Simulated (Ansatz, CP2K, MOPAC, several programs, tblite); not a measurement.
Energy against volume for PbSe in the zincblende structure, at fixed shape and fractional coordinates, computed by several methods (PBE and r2SCAN, where shown, with plane waves in Ansatz); the cell shown is that of r2SCAN. It is cubic, F-43m (No. 216); conventional cell a = 6.846 Å, 40.11 Å³ an atom. Pb is surrounded by 4 Se at 2.96 Å; Se is surrounded by 4 Pb at 2.96 Å. The structure was generated, not taken from experiment, and needn't be the ground state; spin polarisation is off. Energies count from each curve's lowest point; fits are third-order Birch-Murnaghan.

```
Pb Se
1.0
     0.00000    3.42320    3.42320
     3.42320    0.00000    3.42320
     3.42320    3.42320    0.00000
Pb Se
1 1
Direct
  0.00000 0.00000 0.00000
  0.25000 0.25000 0.25000
```

GFN2-xTB (tblite), on the shape of the cell shown, as a cluster of 64 atoms at the zone centre:
```tsv
V (Å³/atom)	E (meV/atom)
35.301	14.58
37.707	0.00
40.114	18.84
42.521	59.39
44.928	117.64
```
V₀ = 37.43 Å³ an atom and B₀ = 35 GPa.

r2SCAN, on the shape of its own relaxed cell:
```
V (Å³/atom)  E (meV/atom)
     37.707         16.84
     38.911          3.96
     40.114          0.00
     41.318          3.66
     42.521         13.85
```
V₀ = 40.11 Å³ an atom and B₀ = 34 GPa.

PM7 (MOPAC), on the shape of the cell shown, as a cluster of 64 atoms at the zone centre:

| V (Å³/atom) | E (meV/atom) |
| --- | --- |
| 35.301 | 15.41 |
| 37.707 | 0.00 |
| 40.114 | 34.51 |
| 42.521 | 110.43 |
| 44.928 | 220.64 |

The fit gives a pressure derivative B′ of 1.7, outside the usual 2 to 7: a trait of the method or a rough curve, so no modulus is quoted.

PBE/DZVP (CP2K), on the shape of the cell shown:

| V (Å³/atom) | E (meV/atom) |
| --- | --- |
| 35.301 | 96.43 |
| 37.707 | 27.36 |
| 40.114 | 0.00 |
| 42.521 | 3.24 |
| 44.928 | 28.95 |

V₀ = 41.00 Å³ an atom and B₀ = 31 GPa.

light PBE (260 eV and a coarse mesh), on the shape of the cell shown:
```csv
V (Å³/atom),E (meV/atom)
36.905,75.71
38.510,0.00
40.114,4.96
41.719,36.51
43.323,60.78
44.928,87.35
```
The points scatter about the fit by more than 0.3 meV an atom, since at so low a cutoff the number of plane waves jumps with the volume, so no fit is quoted.
